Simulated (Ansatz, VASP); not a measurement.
# One calculation of Ti8HC8 (a cell with a defect), two programs

```
CELL_PARAMETERS angstrom
0.00000 4.33144 4.33144
4.33144 0.00000 4.33144
4.33144 4.33144 0.00000
ATOMIC_POSITIONS crystal
Ti 0.00138 0.99572 0.00143
Ti 0.00183 0.99934 0.49946
Ti 0.00236 0.50191 0.00233
Ti 0.00202 0.50161 0.49428
Ti 0.49923 0.99944 0.00186
Ti 0.49919 0.99940 0.49951
Ti 0.49244 0.50220 0.00264
Ti 0.49927 0.50164 0.49959
C 0.24995 0.24914 0.25058
C 0.25166 0.24961 0.74946
C 0.24979 0.75065 0.25039
C 0.24983 0.75071 0.74928
C 0.74924 0.24996 0.25123
C 0.74910 0.24977 0.74960
C 0.74887 0.75062 0.25037
C 0.74958 0.75038 0.75014
H 0.86633 0.38694 0.87586
```

Alike in both runs: functional PBE; k mesh 2 × 2 × 2; occupations fermi-dirac, width 0.1 eV; no spin polarisation.

Ansatz relaxed the structure, and its values are those at the end. VASP's run is a single point on that final structure, the one shown.

|  | VASP | Ansatz |
| --- | --- | --- |
| version | VASP 6.6.1 | Ansatz 0.2.0 |
| potentials or method | VASP PAW PBE potentials, release 64 (Ti_sv, C, H) | scalar-relativistic, plane waves, PAW |
| plane-wave cutoff (eV) | 520 | 420 |
| valence electrons in the cell | 129 | 129 |

|  | VASP | Ansatz | Ansatz less VASP |
| --- | --- | --- | --- |
| rms of the force components (eV/Å) | 0.042 | 0.042 | -0.0002 |

Caveats: the k mesh is coarse (spacing up to 0.63 Å⁻¹), so the values aren't converged.
